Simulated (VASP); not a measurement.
Output of a VASP run:

OSZICAR:
```
       N       E                     dE             d eps       ncg     rms          rms(c)
DAV:   1     0.195064255000E+03    0.19506E+03   -0.14939E+04   320   0.155E+03
DAV:   2    -0.273589586366E+02   -0.22242E+03   -0.21545E+03   424   0.392E+02
DAV:   3    -0.346782625280E+02   -0.73193E+01   -0.73135E+01   472   0.742E+01
DAV:   4    -0.349010225279E+02   -0.22276E+00   -0.22275E+00   448   0.860E+00
DAV:   5    -0.349031598747E+02   -0.21373E-02   -0.21373E-02   424   0.872E-01    0.249E+01
DAV:   6    -0.286305742854E+02    0.62726E+01   -0.36359E+01   344   0.469E+01    0.992E+00
DAV:   7    -0.285847489082E+02    0.45825E-01   -0.13680E+00   424   0.967E+00    0.619E+00
DAV:   8    -0.285589047118E+02    0.25844E-01   -0.17020E-01   408   0.430E+00    0.457E-01
DAV:   9    -0.285595632768E+02   -0.65856E-03   -0.17768E-02   432   0.935E-01    0.328E-01
DAV:  10    -0.285606428501E+02   -0.10796E-02   -0.57539E-03   368   0.750E-01    0.152E-01
DAV:  11    -0.285606514469E+02   -0.85968E-05   -0.19087E-03   416   0.358E-01    0.142E-01
DAV:  12    -0.285605884468E+02    0.63000E-04   -0.34913E-04   368   0.148E-01    0.612E-03
DAV:  13    -0.285605901561E+02   -0.17093E-05   -0.17543E-05   432   0.299E-02    0.471E-03
DAV:  14    -0.285605903214E+02   -0.16532E-06   -0.23338E-06   328   0.106E-02
   1 F= -.28560590E+02 E0= -.28560590E+02  d E =-.105172E-14
```

File OUTCAR:
```
------------------------ aborting loop because EDIFF is reached ----------------------------------------
  FORCE on cell =-STRESS in cart. coord.  units (eV):
  Direction    XX          YY          ZZ          XY          YZ          ZX
  --------------------------------------------------------------------------------------
  Total        0.8248914      0.8248914      0.8248914      0.0000000      0.0000000     -0.0000000
  in kB       40.0879648     40.0879648     40.0879648      0.0000000      0.0000000     -0.0000000
  external PRESSURE =      40.0879648 kB  Pullay stress =       0.0000000 kB
  volume of cell :       32.97
      direct lattice vectors                 reciprocal lattice vectors
     0.000000000  2.545000000  2.545000000    -0.196463654  0.196463654  0.196463654
     2.545000000  0.000000000  2.545000000     0.196463654 -0.196463654  0.196463654
     2.545000000  2.545000000  0.000000000     0.196463654  0.196463654 -0.196463654
 POSITION                                       TOTAL-FORCE (eV/Angst)
 -----------------------------------------------------------------------------------
      0.00000      0.00000      0.00000         0.000000     -0.000000      0.000000
      1.27250      1.27250      1.27250         0.000000      0.000000      0.000000
      3.81750      3.81750      3.81750        -0.000000     -0.000000     -0.000000
 -----------------------------------------------------------------------------------
    total drift:                                0.000000      0.000000      0.000000
  FREE ENERGIE OF THE ION-ELECTRON SYSTEM (eV)
  ---------------------------------------------------
  free  energy   TOTEN  =       -28.5605903214 eV

  energy  without entropy=      -28.5605903214  energy(sigma->0) =      -28.56059032
```
(Selected blocks of OUTCAR.)

**POSCAR**
```
ZrO2
1
    0.0000000000     2.5450000000     2.5450000000
    2.5450000000     0.0000000000     2.5450000000
    2.5450000000     2.5450000000     0.0000000000
Zr O
1 2
Direct
  0.0000000000   0.0000000000   0.0000000000
  0.2500000000   0.2500000000   0.2500000000
  0.7500000000   0.7500000000   0.7500000000
```

### Question
Write an INCAR and KPOINTS that could have produced this output.

### Answer
This is not unique; one that fits is the input of the run itself, PBE GGA, plane waves, VASP's PBE PAW potentials (set 64).

### KPOINTS
```
kpoints
0
Gamma
5 5 5
0 0 0
```

INCAR:
```
ALGO=Normal
EDIFF=1E-6
ENCUT=520
GGA=PE
ISIF=2
ISMEAR=0
LASPH=.TRUE.
LCHARG=.FALSE.
LMAXMIX=4
LREAL=.FALSE.
LWAVE=.FALSE.
NELM=100
PREC=Accurate
SIGMA=0.05
SYSTEM=ZrO2
```

POTCAR, in this order: Zr_sv O (PBE.64 set). Program: vasp_std.

The compound is ZrO2 in the fluorite structure, the high-temperature cubic form, which is unstable at 0 K; the monoclinic form is the stable one. The cell was not relaxed at this level. The k-mesh is coarse (spacing up to 0.43 per Å, 2π included), so the numbers may not be converged in it. The run is one of a series of settings (KPOINTS 5×5×5 Γ-centred mesh against the base run), some of them coarse on purpose.
